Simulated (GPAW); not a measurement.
# TePb (Fm-3m) in GPAW: further runs

The runs below take TePb through equation of state, with C09-vdW, LDA.

Program: GPAW 26.7.0. These are calculated values, not measurements. Logs are shortened: lines on timing, memory, paths and dates and some standing lists are left out, and cuts for length are marked. The log counts tension as positive stress, the text compression.

## (1) The structure

Symmetry: Fm-3m, No. 225, cubic system. The conventional cell has a = 6.462 Å, b = 6.462 Å, c = 6.462 Å, α = 90.00°, β = 90.00°, γ = 90.00°. Pb (site symmetry m-3m) has 6 Te at 3.23 Å as nearest neighbours. Te (site symmetry m-3m) has 6 Pb at 3.23 Å as nearest neighbours.

## (2) Equation of state, C09-vdW

Input file run.py:

```python
from ase.eos import EquationOfState
from ase.io import Trajectory, read
from ase.units import GPa
from gpaw import GPAW, PW

atoms = read('TePb.xyz')

traj = Trajectory('eos.traj', 'w')
volumes, energies = [], []
for x in [0.94, 0.96, 0.98, 1.0, 1.02, 1.04, 1.06]:
    a = atoms.copy()
    a.set_cell(atoms.cell * x**(1 / 3), scale_atoms=True)
    calc = GPAW(mode=PW(600),
                xc={'name': 'C09-vdW', 'backend': 'libvdwxc'},
                kpts={'size': (6, 6, 6), 'gamma': True},
                occupations={'name': 'fermi-dirac', 'width': 0.05},
                nbands=19,
                convergence={'density': 1e-05, 'energy': 1e-05},
                maxiter=150,
                txt=f'eos-{x:.2f}.txt')
    a.calc = calc
    energies.append(a.get_potential_energy(force_consistent=True))
    volumes.append(a.get_volume())
    calc.write(f'eos-{x:.2f}.gpw')
    traj.write(a)
    print(f'{x:.2f} {volumes[-1]:10.4f} A^3 {energies[-1]:14.6f} eV', flush=True)

v0, e0, B = EquationOfState(volumes, energies, eos='birchmurnaghan').fit()
print(f'V0 = {v0:.4f} A^3, E0 = {e0:.6f} eV, B0 = {B / GPa:.2f} GPa')
```

Input file TePb.xyz:

```xyz
2
Lattice="0.0000000000 3.2310000000 3.2310000000 3.2310000000 0.0000000000 3.2310000000 3.2310000000 3.2310000000 0.0000000000" Properties=species:S:1:pos:R:3 pbc="T T T"
Pb     0.0000000000      0.0000000000      0.0000000000
Te     3.2310000000      3.2310000000      3.2310000000
```

Potentials or basis: GPAW PAW data sets (gpaw-data 1.2.1), pw.

The run is started by

```
OMP_NUM_THREADS=1 python run.py
```

The log of the run:

```text
__  _  _
 | _ |_)|_||  |
 |__||  | ||/\| - 26.7.0

Input parameters:
  mode=PW(ecut=600.0),
  convergence={'density': 1e-05, 'energy': 1e-05},
  kpts=MonkhorstPack(size=(6, 6, 6), gamma=True),
  maxiter=150,
  nbands=19,
  occupations=Occupations(name='fermi-dirac', width=0.05),
  xc=XC(name='C09-vdW', backend='libvdwxc')

Diagonalizing LCAO Hamiltonian
Converting LCAO to pw mode

                 Te

       Pb

Atoms  # Å, Bohr magnetons
|   | symbol |        x |        y |        z |    initial magnetic moments |
|---|--------|----------|----------|----------|-----------------------------|
| 0 |     Pb | 0.000000 | 0.000000 | 0.000000 | ( 0.0000,  0.0000,  0.0000) |
| 1 |     Te | 3.187332 | 3.187332 | 3.187332 | ( 0.0000,  0.0000,  0.0000) |

Unit cell  # Å
| periodic |        x |        y |        z |  lengths |    angles |
|----------|----------|----------|----------|----------|-----------|
|      yes | 0.000000 | 3.187332 | 3.187332 | 4.507569 | 60.000000 |
|      yes | 3.187332 | 0.000000 | 3.187332 | 4.507569 | 60.000000 |
|      yes | 3.187332 | 3.187332 | 0.000000 | 4.507569 | 60.000000 |

Number of symmetries: 48
Symmetry operations  # r_c * U_cc + t_c -> r_c
|    | kind |            matrix            |
|----|------|------------------------------|
|  0 |  σ   |  1, 0, 0,  1, 0,-1,  1,-1, 0 |
|  1 |  C2  |  1, 0, 0,  1,-1, 0,  1, 0,-1 |
|  2 |  E   |  1, 0, 0,  0, 1, 0,  0, 0, 1 |
|  3 |  σ   |  1, 0, 0,  0, 0, 1,  0, 1, 0 |
|  4 |  C4  |  1, 0,-1,  1, 0, 0,  1,-1, 0 |
|  5 |  S6  |  1, 0,-1,  1,-1, 0,  1, 0, 0 |
|  6 |  σ   |  1, 0,-1,  0, 1,-1,  0, 0,-1 |
|  7 |  C3  |  1, 0,-1,  0, 0,-1,  0, 1,-1 |
|  8 |  S6  |  1,-1, 0,  1, 0, 0,  1, 0,-1 |
|  9 |  C4  |  1,-1, 0,  1, 0,-1,  1, 0, 0 |
| 10 |  C3  |  1,-1, 0,  0,-1, 1,  0,-1, 0 |
| 11 |  σ   |  1,-1, 0,  0,-1, 0,  0,-1, 1 |
| 12 |  σ   |  0, 1, 0,  1, 0, 0,  0, 0, 1 |
| 13 |  C4  |  0, 1, 0,  0, 1,-1, -1, 1, 0 |
| 14 |  C3  |  0, 1, 0,  0, 0, 1,  1, 0, 0 |
| 15 |  S6  |  0, 1, 0, -1, 1, 0,  0, 1,-1 |
| 16 |  C2  |  0, 1,-1,  1, 0,-1,  0, 0,-1 |
| 17 |  σ   |  0, 1,-1,  0, 1, 0, -1, 1, 0 |
| 18 |  S4  |  0, 1,-1,  0, 0,-1,  1, 0,-1 |
| 19 |  C4  |  0, 1,-1, -1, 1, 0,  0, 1, 0 |
| 20 |  C3  |  0, 0, 1,  1, 0, 0,  0, 1, 0 |
| 21 |  σ   |  0, 0, 1,  0, 1, 0,  1, 0, 0 |
| 22 |  S6  |  0, 0, 1,  0,-1, 1, -1, 0, 1 |
| 23 |  C4  |  0, 0, 1, -1, 0, 1,  0,-1, 1 |
| 24 |  S4  |  0, 0,-1,  1, 0,-1,  0, 1,-1 |
| 25 |  C3  |  0, 0,-1,  0, 1,-1,  1, 0,-1 |
| 26 |  C2  |  0, 0,-1,  0,-1, 0, -1, 0, 0 |
| 27 |  S6  |  0, 0,-1, -1, 0, 0,  0,-1, 0 |
| 28 |  S4  |  0,-1, 1,  1,-1, 0,  0,-1, 0 |
| 29 |  C4  |  0,-1, 1,  0, 0, 1, -1, 0, 1 |
| 30 |  C2  |  0,-1, 1,  0,-1, 0,  1,-1, 0 |
| 31 |  σ   |  0,-1, 1, -1, 0, 1,  0, 0, 1 |
| 32 |  C3  |  0,-1, 0,  1,-1, 0,  0,-1, 1 |
| 33 |  S6  |  0,-1, 0,  0, 0,-1, -1, 0, 0 |
| 34 |  S4  |  0,-1, 0,  0,-1, 1,  1,-1, 0 |
| 35 |  C2  |  0,-1, 0, -1, 0, 0,  0, 0,-1 |
| 36 |  C2  | -1, 1, 0,  0, 1, 0,  0, 1,-1 |
| 37 |  S6  | -1, 1, 0,  0, 1,-1,  0, 1, 0 |
| 38 |  S4  | -1, 1, 0, -1, 0, 1, -1, 0, 0 |
| 39 |  C3  | -1, 1, 0, -1, 0, 0, -1, 0, 1 |
| 40 |  S6  | -1, 0, 1,  0, 0, 1,  0,-1, 1 |
| 41 |  C2  | -1, 0, 1,  0,-1, 1,  0, 0, 1 |
| 42 |  C3  | -1, 0, 1, -1, 1, 0, -1, 0, 0 |
| 43 |  S4  | -1, 0, 1, -1, 0, 0, -1, 1, 0 |
| 44 |  C2  | -1, 0, 0,  0, 0,-1,  0,-1, 0 |
| 45 |  i   | -1, 0, 0,  0,-1, 0,  0, 0,-1 |
| 46 |  σ   | -1, 0, 0, -1, 1, 0, -1, 0, 1 |
| 47 |  C2  | -1, 0, 0, -1, 0, 1, -1, 1, 0 |

BZ-sampling:
  Number of BZ points: 216
  Number of IBZ points: 16

  Monkhorst-Pack size: [6, 6, 6]
  Monkhorst-Pack shift: [0.08333333333333333, 0.08333333333333333, 0.08333333333333333]

K-points  # in reciprocal-cell coordinates
|     |                                coordinates |     weight |
|-----|--------------------------------------------|------------|
|   0 | (  0.00000000,   0.00000000,   0.00000000) | 0.00462963 |
|   1 | (  0.16666667,   0.16666667,   0.00000000) | 0.02777778 |
|   2 | (  0.16666667,   0.16666667,   0.16666667) | 0.03703704 |
|   3 | (  0.33333333,   0.16666667,   0.16666667) | 0.05555556 |
|   4 | (  0.33333333,   0.33333333,  -0.33333333) | 0.05555556 |
|   5 | (  0.33333333,   0.33333333,   0.00000000) | 0.02777778 |
|   6 | (  0.33333333,   0.33333333,   0.16666667) | 0.11111111 |
|   7 | (  0.33333333,   0.33333333,   0.33333333) | 0.03703704 |
|   8 | (  0.50000000,   0.33333333,  -0.33333333) | 0.11111111 |
|   9 | (  0.50000000,   0.33333333,  -0.16666667) | 0.05555556 |
| ... |                                            |            |
|  15 | (  0.50000000,   0.50000000,   0.50000000) | 0.01851852 |

Plane wave coefficients: 2200
Cutoff: 600.0 eV

Spin-components: 1 (collinear spins)
Bands:           19
Projectors:      11
Spin-degeneracy: 2
Datatype:        complex128

Parallelization:
  kpt:    1
  domain: 1
  band:   1

Density:
  Valence electrons: 20.0
  Components: 1
  Grid points: [27 27 27]
  Charge: 0.0  # |e|

Potential:
  Grid points: [27 27 27]

species:
  Pb:
    name:    Lead
    Z:       82.0
    valence: 14
    core:    68
    charge:  0.0  # [|e|]
    compensation charges:
      type: gauss
      rc: 0.38  # [Å]
      lmax: 2
    cutoffs:
      filter: 2.36  # [Å]
      core: 2.43  # [Å]
    projectors
    | kind |    occ | energy [eV] | rcut [Å] |
    |------|--------|-------------|----------|
    |   6s |  2.000 |     -11.969 |    1.259 |
    |   6p |  2.000 |      -3.506 |    1.275 |
    |   5d | 10.000 |     -21.211 |    1.217 |
    |    s |        |      15.243 |    1.259 |
    |    p |        |      23.705 |    1.275 |
    |    d |        |       6.001 |    1.217 |

    Using partial waves for Pb as LCAO basis

  Te:
    name:    Tellurium
    Z:       52.0
    valence: 6
    core:    46
    charge:  0.0  # [|e|]
    compensation charges:
      type: gauss
      rc: 0.36  # [Å]
      lmax: 2
    cutoffs:
      filter: 2.09  # [Å]
      core: 3.17  # [Å]
    projectors
    | kind |    occ | energy [eV] | rcut [Å] |
    |------|--------|-------------|----------|
    |   5s |  2.000 |     -15.089 |    1.180 |
    |   5p |  4.000 |      -5.955 |    1.196 |
    |    s |        |      12.123 |    1.180 |
    |    p |        |      21.256 |    1.196 |
    |    d |        |       0.000 |    1.238 |

    Using partial waves for Te as LCAO basis

Reference energy: -752065.146798  # eV

eigensolver:
  PPCG
  Converge bands: occupied
  niter=2

density mixing:
  MSR1-Mixer
  Pratt-step length: 0.05
  Maximum mixing coefficient: 0.75
  Old densities: 10
  SVD Regularization: 0.005
  Good broyden scale: 1.0
  Trust region scale: 1.0
  Backstep threshold: 4.0
  History deletion threshold: 6.0
  Fourier metric: weight=20.0, sigma=0.015

occupation numbers:
  Fermi-Dirac:
    width: 0.0500  # eV

poisson solver:
  ecut: 4800.0  # eV

xc functional:
  name: vdW-C09 with libvdwxc
  Mode: serial
  Semilocal: GGA_X_C09X+LDA_C_PW with 2 nearest neighbor stencil
  Corresponding non-local functional: vdW-DF
  Local blocksize: 54 x 54 x 54
  PAW datasets: PBE

convergence criteria:
[... 6 lines left out ...]
|iter     | |      energy | eigst |  dens |
|---------|-|-------------|-------|-------|
|iter:   1| |  173.043518 | -0.12 |       |
|iter:   2| |  173.057989 | -1.93 | -1.39 |
|iter:   3| |  173.125148 | -2.11 | -1.43 |
|iter:   4| |  173.124442 | -3.57 | -2.02 |
|iter:   5| |  173.124223 | -4.40 | -2.49 |
|iter:   6| |  173.124193 | -5.95 | -3.17 |
|iter:   7| |  173.124192c| -7.01 | -3.90 |
|iter:   8| |  173.124192c| -7.98c| -4.64 |
|iter:   9| |  173.124192c| -8.49c| -5.30c|

Converged in 9 steps
Energy contributions relative to reference atoms: (reference = -752065.146798)

Energy contributions:
  Kinetic:          20.846677
  Coulomb:         -20.121730
  Zero:             -0.297547
  External:          0.000000
  Xc:              172.696839
  Entropy:          -0.000096
  Spinorbit:         0.000000
  ----------------------------
  Free energy:     173.124144
  Extrapolated:    173.124192

dipole moment: (-26.819792, -26.819792, -26.819792)  # |e|*Ang

Fermi level: 6.415
Eigenvalues  # (at kpt = [0.000, 0.000, 0.000])
| band index |      eig [eV] | occ [0-2] |
|------------|---------------|-----------|
|          0 |       -10.773 |     2.000 |
|        ... |               |           |
|          2 |       -10.755 |     2.000 |
|          3 |       -10.755 |     2.000 |
|          4 |       -10.755 |     2.000 |
|          5 |        -6.247 |     2.000 |
|          6 |         0.695 |     2.000 |
|          7 |         4.575 |     2.000 |
|          8 |         4.575 |     2.000 |
|          9 |         4.575 |     2.000 |
|         10 |        10.159 |     0.000 |
|         11 |        10.159 |     0.000 |
|         12 |        10.159 |     0.000 |
|         13 |        11.776 |     0.000 |
|         14 |        11.776 |     0.000 |
|         15 |        11.776 |     0.000 |
|         16 |        13.227 |     0.000 |
|         17 |        13.861 |     0.000 |
|         18 |        14.164 |     0.000 |

Gap: 0.554 eV
Transition (v -> c):
  (s=0, k=15, n=9, [0.50, 0.50, 0.50]) -> (s=0, k=15, n=10, [0.50, 0.50, 0.50])
No difference between direct/indirect transitions
# Writing to eos-0.96.gpw (mode='')
```

Wall time 1.8 min (1 thread of Arm Neoverse V1, shared host); peak memory 0.4 GiB.

Results:

```yaml
Equilibrium_volume: 33.53 Å³/atom
Bulk_modulus: 46 GPa
Pressure_derivative_of_the_bulk_modulus: 4.7
```

Energy against volume, from the lowest point:
| volume (Å³/atom) | energy (meV/atom) |
| --- | --- |
| 31.706 | 15.74 |
| 32.380 | 5.92 |
| 33.055 | 0.83 |
| 33.730 | 0.00 |
| 34.404 | 2.97 |
| 35.079 | 9.27 |
| 35.753 | 18.61 |

Caveat: the PAW data sets were made with another functional, which shifts forces and pressure a little. The run has no spin-orbit coupling, so splittings on Pb, Te are missing.

## (3) Equation of state, LDA

Changes to run.py since step 2:

```diff
@@ -5,3 +5,3 @@
 
-atoms = read('TePb.xyz')
+atoms = read('POSCAR')
 
@@ -13,3 +13,3 @@
     calc = GPAW(mode=PW(600),
-                xc={'name': 'C09-vdW', 'backend': 'libvdwxc'},
+                xc='LDA',
                 kpts={'size': (6, 6, 6), 'gamma': True},
@@ -23,5 +23,6 @@
     volumes.append(a.get_volume())
+    p = -a.get_stress()[:3].mean() / GPa
     calc.write(f'eos-{x:.2f}.gpw')
     traj.write(a)
-    print(f'{x:.2f} {volumes[-1]:10.4f} A^3 {energies[-1]:14.6f} eV', flush=True)
+    print(f'{x:.2f} {volumes[-1]:10.4f} A^3 {energies[-1]:14.6f} eV {p:9.3f} GPa', flush=True)
```

Input file POSCAR:

```
TePb
1.0
    0.0000000000      3.2310000000      3.2310000000
    3.2310000000      0.0000000000      3.2310000000
    3.2310000000      3.2310000000      0.0000000000
Pb Te
1 1
Direct
    0.0000000000      0.0000000000      0.0000000000
    0.5000000000      0.5000000000      0.5000000000
```

Potentials or basis: the program's PAW data sets (release 1.2.1) made for this functional, pw.

The run is started by

```
OMP_NUM_THREADS=1 python run.py
```

The log of the run:

```text
__  _  _
 | _ |_)|_||  |
 |__||  | ||/\| - 26.7.0

Input parameters:
  mode=PW(ecut=600.0),
  convergence={'density': 1e-05, 'energy': 1e-05},
  kpts=MonkhorstPack(size=(6, 6, 6), gamma=True),
  maxiter=150,
  nbands=19,
  occupations=Occupations(name='fermi-dirac', width=0.05),
  xc=XC(name='LDA')

Diagonalizing LCAO Hamiltonian
Converting LCAO to pw mode

                 Te

       Pb

Atoms  # Å, Bohr magnetons
|   | symbol |        x |        y |        z |    initial magnetic moments |
|---|--------|----------|----------|----------|-----------------------------|
| 0 |     Pb | 0.000000 | 0.000000 | 0.000000 | ( 0.0000,  0.0000,  0.0000) |
| 1 |     Te | 3.187332 | 3.187332 | 3.187332 | ( 0.0000,  0.0000,  0.0000) |

Unit cell  # Å
| periodic |        x |        y |        z |  lengths |    angles |
|----------|----------|----------|----------|----------|-----------|
|      yes | 0.000000 | 3.187332 | 3.187332 | 4.507569 | 60.000000 |
|      yes | 3.187332 | 0.000000 | 3.187332 | 4.507569 | 60.000000 |
|      yes | 3.187332 | 3.187332 | 0.000000 | 4.507569 | 60.000000 |

Number of symmetries: 48
Symmetry operations  # r_c * U_cc + t_c -> r_c
|    | kind |            matrix            |
|----|------|------------------------------|
|  0 |  σ   |  1, 0, 0,  1, 0,-1,  1,-1, 0 |
|  1 |  C2  |  1, 0, 0,  1,-1, 0,  1, 0,-1 |
|  2 |  E   |  1, 0, 0,  0, 1, 0,  0, 0, 1 |
|  3 |  σ   |  1, 0, 0,  0, 0, 1,  0, 1, 0 |
|  4 |  C4  |  1, 0,-1,  1, 0, 0,  1,-1, 0 |
|  5 |  S6  |  1, 0,-1,  1,-1, 0,  1, 0, 0 |
|  6 |  σ   |  1, 0,-1,  0, 1,-1,  0, 0,-1 |
|  7 |  C3  |  1, 0,-1,  0, 0,-1,  0, 1,-1 |
|  8 |  S6  |  1,-1, 0,  1, 0, 0,  1, 0,-1 |
|  9 |  C4  |  1,-1, 0,  1, 0,-1,  1, 0, 0 |
| 10 |  C3  |  1,-1, 0,  0,-1, 1,  0,-1, 0 |
| 11 |  σ   |  1,-1, 0,  0,-1, 0,  0,-1, 1 |
| 12 |  σ   |  0, 1, 0,  1, 0, 0,  0, 0, 1 |
| 13 |  C4  |  0, 1, 0,  0, 1,-1, -1, 1, 0 |
| 14 |  C3  |  0, 1, 0,  0, 0, 1,  1, 0, 0 |
| 15 |  S6  |  0, 1, 0, -1, 1, 0,  0, 1,-1 |
| 16 |  C2  |  0, 1,-1,  1, 0,-1,  0, 0,-1 |
| 17 |  σ   |  0, 1,-1,  0, 1, 0, -1, 1, 0 |
| 18 |  S4  |  0, 1,-1,  0, 0,-1,  1, 0,-1 |
| 19 |  C4  |  0, 1,-1, -1, 1, 0,  0, 1, 0 |
| 20 |  C3  |  0, 0, 1,  1, 0, 0,  0, 1, 0 |
| 21 |  σ   |  0, 0, 1,  0, 1, 0,  1, 0, 0 |
| 22 |  S6  |  0, 0, 1,  0,-1, 1, -1, 0, 1 |
| 23 |  C4  |  0, 0, 1, -1, 0, 1,  0,-1, 1 |
| 24 |  S4  |  0, 0,-1,  1, 0,-1,  0, 1,-1 |
| 25 |  C3  |  0, 0,-1,  0, 1,-1,  1, 0,-1 |
| 26 |  C2  |  0, 0,-1,  0,-1, 0, -1, 0, 0 |
| 27 |  S6  |  0, 0,-1, -1, 0, 0,  0,-1, 0 |
| 28 |  S4  |  0,-1, 1,  1,-1, 0,  0,-1, 0 |
| 29 |  C4  |  0,-1, 1,  0, 0, 1, -1, 0, 1 |
| 30 |  C2  |  0,-1, 1,  0,-1, 0,  1,-1, 0 |
| 31 |  σ   |  0,-1, 1, -1, 0, 1,  0, 0, 1 |
| 32 |  C3  |  0,-1, 0,  1,-1, 0,  0,-1, 1 |
[... 85 lines left out ...]

    Using partial waves for Pb as LCAO basis

  Te:
    name:    Tellurium
    Z:       52.0
    valence: 6
    core:    46
    charge:  0.0  # [|e|]
    compensation charges:
      type: gauss
      rc: 0.36  # [Å]
      lmax: 2
    cutoffs:
      filter: 2.09  # [Å]
      core: 3.17  # [Å]
    projectors
    | kind |    occ | energy [eV] | rcut [Å] |
    |------|--------|-------------|----------|
    |   5s |  2.000 |     -15.337 |    1.180 |
    |   5p |  4.000 |      -6.113 |    1.196 |
    |    s |        |      11.875 |    1.180 |
    |    p |        |      21.098 |    1.196 |
    |    d |        |       0.000 |    1.238 |

    Using partial waves for Te as LCAO basis

Reference energy: -751608.429774  # eV

eigensolver:
  PPCG
  Converge bands: occupied
  niter=2

density mixing:
  MSR1-Mixer
  Pratt-step length: 0.05
  Maximum mixing coefficient: 0.75
  Old densities: 10
  SVD Regularization: 0.005
  Good broyden scale: 1.0
  Trust region scale: 1.0
  Backstep threshold: 4.0
  History deletion threshold: 6.0
  Fourier metric: weight=20.0, sigma=0.015

occupation numbers:
  Fermi-Dirac:
    width: 0.0500  # eV

poisson solver:
  ecut: 4800.0  # eV

xc functional:
  name: None

convergence criteria:
[... 6 lines left out ...]
|iter     | |      energy | eigst |  dens |
|---------|-|-------------|-------|-------|
|iter:   1| |   -9.210826 | -0.10 |       |
|iter:   2| |   -9.193202 | -2.04 | -1.39 |
|iter:   3| |   -9.112895 | -2.32 | -1.44 |
|iter:   4| |   -9.111969 | -4.01 | -2.03 |
|iter:   5| |   -9.111851 | -4.71 | -2.51 |
|iter:   6| |   -9.111852c| -6.22 | -3.38 |
|iter:   7| |   -9.111853c| -7.18 | -3.96 |
|iter:   8| |   -9.111853c| -7.69c| -4.69 |
|iter:   9| |   -9.111853c| -8.05c| -5.50c|

Converged in 9 steps
Energy contributions relative to reference atoms: (reference = -751608.429774)

Energy contributions:
  Kinetic:          18.292481
  Coulomb:         -18.403388
  Zero:              0.102602
  External:          0.000000
  Xc:               -9.103487
  Entropy:          -0.000122
  Spinorbit:         0.000000
  ----------------------------
  Free energy:      -9.111914
  Extrapolated:     -9.111853

dipole moment: (-27.059290, -27.059290, -27.059290)  # |e|*Ang

Fermi level: 6.151
Eigenvalues  # (at kpt = [0.000, 0.000, 0.000])
| band index |      eig [eV] | occ [0-2] |
|------------|---------------|-----------|
|          0 |       -10.826 |     2.000 |
|        ... |               |           |
|          2 |       -10.805 |     2.000 |
|          3 |       -10.805 |     2.000 |
|          4 |       -10.805 |     2.000 |
|          5 |        -6.530 |     2.000 |
|          6 |         0.295 |     2.000 |
|          7 |         4.361 |     2.000 |
[... 9 lines left out ...]
|         17 |        13.569 |     0.000 |
|         18 |        14.009 |     0.000 |

Gap: 0.526 eV
Transition (v -> c):
  (s=0, k=15, n=9, [0.50, 0.50, 0.50]) -> (s=0, k=15, n=10, [0.50, 0.50, 0.50])
No difference between direct/indirect transitions

Stress tensor  # eV/Ang^3
|        x |        y |        z |
|----------|----------|----------|
| 0.001104 | 0.000000 | 0.000000 |
| 0.000000 | 0.001104 | 0.000000 |
| 0.000000 | 0.000000 | 0.001104 |

# Writing to eos-0.96.gpw (mode='')
```

stdout:

```text
0.94    63.4116 A^3      -9.108897 eV     0.897 GPa
0.96    64.7608 A^3      -9.111914 eV    -0.177 GPa
0.98    66.1100 A^3      -9.106402 eV    -1.133 GPa
1.00    67.4592 A^3      -9.093284 eV    -1.983 GPa
1.02    68.8083 A^3      -9.073405 eV    -2.741 GPa
1.04    70.1575 A^3      -9.047506 eV    -3.414 GPa
1.06    71.5067 A^3      -9.016255 eV    -4.013 GPa
V0 = 64.5392 A^3, E0 = -9.112033 eV, B0 = 49.38 GPa
```

eos-0.94.txt:

```text
SCF iterations
|iter     | |      energy | eigst |  dens |
|---------|-|-------------|-------|-------|
|iter:   1| |   -9.200957 | -0.09 |       |
|iter:   2| |   -9.185115 | -2.05 | -1.40 |
|iter:   3| |   -9.109870 | -2.35 | -1.45 |
|iter:   4| |   -9.108918 | -4.01 | -2.05 |
|iter:   5| |   -9.108803 | -4.71 | -2.53 |
|iter:   6| |   -9.108804c| -6.20 | -3.38 |
[... 44 lines left out ...]

Gap: 0.476 eV
Transition (v -> c):
  (s=0, k=15, n=9, [0.50, 0.50, 0.50]) -> (s=0, k=15, n=10, [0.50, 0.50, 0.50])
No difference between direct/indirect transitions

Stress tensor  # eV/Ang^3
|         x |         y |         z |
|-----------|-----------|-----------|
| -0.005597 | -0.000000 |  0.000000 |
| -0.000000 | -0.005597 | -0.000000 |
|  0.000000 | -0.000000 | -0.005597 |

# Writing to eos-0.94.gpw (mode='')
```

It took 93 s on 1 thread of Arm Neoverse V1, shared host; peak memory 0.26 GiB.

Results:

| Property | Result |
| --- | --- |
| Equilibrium volume | 32.27 Å³/atom |
| Bulk modulus | 49 GPa |
| Pressure derivative of the bulk modulus | 4.6 |

Energy against volume, from the lowest point:
```
volume (Å³/atom)  energy (meV/atom)
          31.706               1.51
          32.380               0.00
          33.055               2.76
          33.730               9.31
          34.404              19.25
          35.079              32.20
          35.753              47.83
```

Spin-orbit coupling is left out, which matters for the levels of Pb, Te. LDA usually gives volumes a few per cent too small.
